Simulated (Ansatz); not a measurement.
The cell is COD entry 9000046, as deposited and not checked against the literature; nothing was relaxed. The listed cell was then made from it by scaling, straining or moving an atom.

An input for C: DFT, PBE, PAW with Ansatz's default frozen-core files, scalar-relativistic (Ansatz 0.2.0).

Command: `ansatz run input.yaml --threads 1 --pin off --max-ram 3072MiB --backend cpu --events-out ev --progress --plain --runs-dir out` The run took 35 s on 1 thread of Arm Neoverse V2 (shared host), peak memory 0.72 GiB.

```yaml
crystal:
  lattice:
    - [0.082125, 2.17722, 3.379905]
    - [1.27822, 0.06864, 3.36642]
    - [1.259905, 2.14542, 0.050325]
  atoms:
    - { symbol: C, position: [0.16667, 0.83333, 0.16667] }
    - { symbol: C, position: [0.83333, 0.16667, 0.83333] }
kpoints:
  mp_grid: { grid: [18, 18, 18] }
scf:
  occupations: { method: fermi_dirac, width: 0.05 }
hamiltonian:
  xc: pbe
  pseudopotentials: { kind: paw }
output:
  forces: true
  stress: true
  eigenvalues: true
  efg: { contact_densities: true }
  write_density: true
  write_potential: true
  elf: true
  volumetric_format: npy
```

Set-up and iterations as logged by Ansatz (the results part is left out, to be predicted):

```
Engine: ansatz 0.2.0
Pseudopotentials: kind: paw
Pseudopotential: C, paw, valence charge 4, recommended cutoff 420 eV (normal)
Functional definition: PBE
  parameter kappa = 0.804
  parameter beta = 0.06672455060314922
  exchange = pbe_x(kappa = kappa, mu = beta*pi^2/3)
  correlation = pbe_c(beta = beta)
Crystal: 2 atoms, lattice volume = 17.478 Å³
Basis set: ecut = 420 eV, 327 PW (Γ), exchange–correlation on 54×50×36 points (8 copies of the dense FFT grid, shifted against one another)
Bands: 8, of which v1, the nominal top of the filled ones, is band 4 counted from 1 (3 counted from 0)
Symmetry: 2 space group operations
Space group: P-1 (ITA 2), of the structure as read, at distance tolerance 2.6e-5 Å
k-points: 2920 of 5832
Non-local potential: C, projectors of the file, l = 0: 2, l = 1: 2, l = 2: 1
PAW form: soft (Blöchl's): semilocal exchange-correlation on the pseudo side does not see the compensation charge
PAW one-centre angular grid: C, 110 points (default); XC on 64 Gauss nodes
Initial density: superposition of atomic densities (neutral atoms: chi_scale 0, normalization atom), corrected by the library's trained network
Initial wavefunctions: pseudopotential atomic-orbital guess
Functional: x = pbe(κ = 0.804, μ = 0.2195149727645171), c = pbe(β = 0.06672455060314922)
SCF iter   1: F=—  HF=-501.827308 eV  |F-HF|=—  |Δ(HF+E_count)|=         —  Δρ=2.27e-3  dr2=6.70e-4  ethr=1.77e-3  ⟨swp⟩=4.2  Hψ=152005  notcnv=0
SCF iter   2: F=—  HF=-501.827851 eV  |F-HF|=—  |Δ(HF+E_count)|=   5.43e-4  Δρ=1.19e-3  dr2=1.78e-4  ethr=8.37e-6  ⟨swp⟩=2.9  Hψ=58794  notcnv=0
SCF iter   3: F=—  HF=-501.827954 eV  |F-HF|=—  |Δ(HF+E_count)|=   1.04e-4  Δρ=2.56e-4  dr2=8.29e-6  ethr=2.23e-6  ⟨swp⟩=2.0  Hψ=34006  notcnv=0
SCF iter   4: F=—  HF=-501.827954 eV  |F-HF|=—  |Δ(HF+E_count)|=   1.83e-7  Δρ=8.52e-5  dr2=5.54e-7  ethr=1.04e-7  ⟨swp⟩=2.2  Hψ=34076  notcnv=0
iter 5 did not close the SCF: its close was put off for the readings that it lacked (scf_convergence_deferred on its scf_iter line)
SCF iter   5: F=-501.827955 eV  HF=-501.827955 eV  |F-HF|=2.37e-10  |Δ(HF+E_count)|=   2.14e-7  Δρ=5.63e-6  dr2=3.13e-9  ethr=6.93e-9  ⟨swp⟩=2.5  Hψ=34035  notcnv=0
SCF iter   6: F=-501.827955 eV  HF=-501.827955 eV  |F-HF|=2.17e-11  |Δ(HF+E_count)|=  8.90e-10  Δρ=4.51e-7  dr2=1.17e-11  ethr=3.92e-11  ⟨swp⟩=5.5  Hψ=115052  notcnv=0
```

Q: What pressure will this run report?

A: 4.84 GPa (positive in compression).

Q: How large will the largest force be?

A: 0.365 eV/Å.
